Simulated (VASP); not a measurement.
Write the native input for VASP 6.6.1 that does the following.

| Quantity | Value |
| --- | --- |
| Task | single point |
| Functional | PBE |
| Dispersion | D3(BJ) |
| Potentials or basis | VASP PAW PBE potentials, release 64 (O, H, C) |
| Cutoff | 520 eV |
| k mesh | 1 × 1 × 1 |
| Occupations | fermi-dirac, width 0.02 eV |
| Spin | no spin polarisation |
| Dipole correction | no |
| Further INCAR settings | LREAL = Auto; ALGO = Normal; EDIFF = 1e-06; NBANDS = 36 |

The structure of H10CO5 lies in POSCAR:

```
H10CO5
1.0
    5.4614380000      0.0000000000      0.0000000000
    0.0000000000      5.4614380000      0.0000000000
    0.0000000000      0.0000000000      5.4614380000
O H C
5 10 1
Direct
    0.7223372306      0.7823031224      1.1208952660
    0.1760891545      0.1384983222      0.6060674863
    0.8152065445      0.4436560481      0.6405638954
    0.5093164108      0.1911950662     -0.0490530150
    0.1462984657      0.4556675366      0.1605987288
    0.5941658589      0.9036447910      1.1020540744
    0.7336529317      0.6797660250      0.9798701368
    0.0242426995      0.2515271619      0.6149845517
    0.2083700300      0.1493196480      0.4324868286
    0.6984790453      0.3720814921      0.7729832326
    0.7175582695      0.4695832856      0.4953274211
    0.4303262254      0.2783332888      0.0846480359
    0.3569938906      0.1502900884     -0.1626311605
    0.1423068430      0.8290307425      0.2120137590
    0.2235308723      0.6293580555      0.4772552577
    0.1792018879      0.6348328041      0.2900335040
```

The cell was built by a generator and needn't be a form met in nature.

The input as run:

INCAR

```
PREC = Accurate
ENCUT = 520
EDIFF = 1E-6
ISMEAR = -1
SIGMA = 0.02
LREAL = Auto
LASPH = True
NELM = 60
ALGO = Normal
ISIF = 2
LWAVE = False
LCHARG = False
GGA = PE
IVDW = 12
NBANDS = 36
```

KPOINTS

```
Automatic mesh
0
Gamma
  1 1 1
```

Potentials or basis: VASP PAW PBE potentials, release 64 (O, H, C).

Command:

```bash
$ cat potpaw_PBE.64/O/POTCAR potpaw_PBE.64/H/POTCAR potpaw_PBE.64/C/POTCAR > POTCAR
$ mpirun -np 1 vasp_gam > vasp.out
```

It gave:

```yaml
Pressure: 0.0 GPa
Largest_force: 2.984 eV/Å
Band_gap_on_the_k_mesh: 3.80 eV, direct
Dispersion_energy_per_atom: -0.038 eV
```

Caveat: the standard files for N, O and F lose accuracy on very short bonds.

Wall time 28 s on 1 thread of Intel(R) Xeon(R) Platinum 8488C (Sapphire Rapids), with other jobs on the host, peak memory 0.23 GiB.
